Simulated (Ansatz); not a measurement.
# Co: the cost of one run

Method: DFT PBE, scalar-relativistic, plane waves, PAW, in Ansatz 0.2.0.

## (1) The starting structure

Symmetry: Fm-3m, No. 225, cubic system. Conventional cell: a = 3.513 Å, b = 3.513 Å, c = 3.513 Å, α = 90.00°, β = 90.00°, γ = 90.00°. Co (site symmetry m-3m) has 12 Co at 2.48 Å as nearest neighbours.

Structure file:

```
Co
1.0
     0.00000    1.75666    1.75666
     1.75666    0.00000    1.75666
     1.75666    1.75666    0.00000
Co
1
Cartesian
  0.0000 0.0000 0.0000
```

This is candidate A: structure listed in a database for this formula (Fm-3m, No. 225).

(A quick probe on a coarse mesh, which set the mesh and smearing, is not shown.)

## (3) Full relaxation (candidate A)

input.yaml

```yaml
crystal:
  lattice:
    - [0.0, 1.7566572351, 1.7566572351]
    - [1.7566572351, 0.0, 1.7566572351]
    - [1.7566572351, 1.7566572351, 0.0]
  atoms:
    - { symbol: Co, position: [0.0, 0.0, 0.0], spin: 1.94 }
basis:
  ecutwfc: 420
kpoints:
  mp_grid: { grid: [26, 26, 26] }
hamiltonian:
  xc: pbe
scf:
  occupations: { method: gaussian, width: 0.1 }
output:
  forces: true
  stress: true
  eigenvalues: true
  populations: true
magnetization:
  spin_polarized: true
relax:
  adjacent_minimum: "off"
  f_tol: 0.01
  max_steps: 80
  cell: { stress_tol: 0.05 }
```

**Question.** How long does this run take on 1 thread of an x86-64 CPU, shared host, and how much memory does it need?

About 29 s, with a peak of 0.47 GiB.
